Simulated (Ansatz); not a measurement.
# Cl: the crystal squeezed far

One table from this session's results is given with a row withheld; the runs are named, their logs left out.

Computed with Ansatz 0.2.0 (DFT PBE, with the methods named in each step, unless a step's input says otherwise).

## Starting point

The structure is hexagonal, space group P6/mmm (No. 191). Conventional cell: a = 3.040 Å, b = 3.040 Å, c = 2.858 Å, α = 90.00°, β = 90.00°, γ = 120.00°. Cl (site symmetry 6/mmm) is surrounded by 8 Cl at 2.86 to 3.04 Å.

As a file:

```
Cl
1.0
     3.04041    0.00000    0.00000
    -1.52021    2.63307    0.00000
     0.00000    0.00000    2.85799
Cl
1
Direct
  0.00000 0.00000 0.00000
```

Whether this phase is the stable one at these pressures isn't tested.

The first run:

input.yaml

```yaml
crystal:
  lattice:
    - [3.0404125157, 0.0, 0.0]
    - [-1.5202062578, 2.6330744765, 0.0]
    - [0.0, 0.0, 2.8579877647]
  atoms:
    - { symbol: Cl, position: [0.0, 0.0, 0.0] }
kpoints:
  mp_grid: { grid: [14, 14, 13] }
scf:
  occupations: { method: fermi_dirac, width: 0.1 }
hamiltonian:
  xc: pbe
  pseudopotentials: { kind: paw }
output:
  forces: true
  stress: true
relax:
  f_tol: 0.005
  max_steps: 40
  cell: {}
```

Launch:

```console
> ansatz run input.yaml --threads 1 --pin off --max-ram 2048MiB --backend cpu --events-out ev --progress --plain --runs-dir out
```

Steps of the session up to this table: Cell relaxed at zero pressure, PAW; Volume scaled by 1, PAW; Shape and atoms relaxed at 0.95 of the volume, PAW; Volume scaled by 0.95, PAW; Shape and atoms relaxed at 0.85 of the volume, PAW; Volume scaled by 0.85, PAW; Shape and atoms relaxed at 0.75 of the volume, PAW; Volume scaled by 0.75, PAW; Shape and atoms relaxed at 0.65 of the volume, PAW; Volume scaled by 0.65, PAW; Shape and atoms relaxed at 0.55 of the volume, PAW; Volume scaled by 0.55, PAW; Shape and atoms relaxed at 0.45 of the volume, PAW; Volume scaled by 0.45, PAW; Shape and atoms relaxed at 0.4 of the volume, PAW; Volume scaled by 0.4, PAW; Volume scaled by 0.4, PAW (core large).

One of the session's tables, all rows but one given; the rest of the session is left out.

 The rows PAW, 0.4 and PAW (core large), 0.4 agree to the last digit and may rest on the same set-up.

| method | volume over the first | volume (Å³/atom) | pressure (GPa) |
| --- | --- | --- | --- |
| PAW | 1 | 30.743 | 0.01 |
| PAW | 0.95 | 29.206 | 0.21 |
| PAW | 0.85 | 26.131 | 1.12 |
| PAW | 0.75 | 23.057 | 3.42 |
| PAW | 0.65 | 19.983 | 9.21 |
| PAW | 0.55 | 16.909 | 23.28 |
| PAW | 0.45 | ? | ? |
| PAW | 0.4 | 12.297 | 90.05 |
| PAW (core large) | 0.4 | 12.297 | 90.05 |

Estimate the missing values for PAW, 0.45.

As computed: volume (Å³/atom): 13.834; pressure (GPa): 57.47. In the column «volume (Å³/atom)» it lies between PAW (core large), 0.4 (12.297) and PAW, 0.55 (16.909).
